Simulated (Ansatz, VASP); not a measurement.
# Cu: VASP beside Ansatz

```
CELL_PARAMETERS angstrom
0.00000 2.50388 2.50388
2.50388 0.00000 2.50388
2.50388 2.50388 0.00000
ATOMIC_POSITIONS crystal
Cu 0.12500 0.12500 0.12500
Cu 0.87500 0.87500 0.87500
```

Alike in both runs: task single point; functional LDA; k mesh 12 × 12 × 12; occupations fermi-dirac, width 0.1 eV; no spin polarisation.

```csv
,VASP,Ansatz
version,VASP 6.6.1,Ansatz 0.2.0
potentials or method,"VASP PAW LDA potentials, release 64 (Cu)","plane waves (420 eV) with PAW, scalar-relativistic"
plane-wave cutoff (eV),520,420
valence electrons in the cell,22,38
```

|  | VASP | Ansatz | Ansatz less VASP |
| --- | --- | --- | --- |
| pressure (GPa) | 8.3 | 8.0 | -0.34 |

The two sets of potentials don't hold the same shells in valence. Ansatz warned: «pseudo_functional_mismatch».
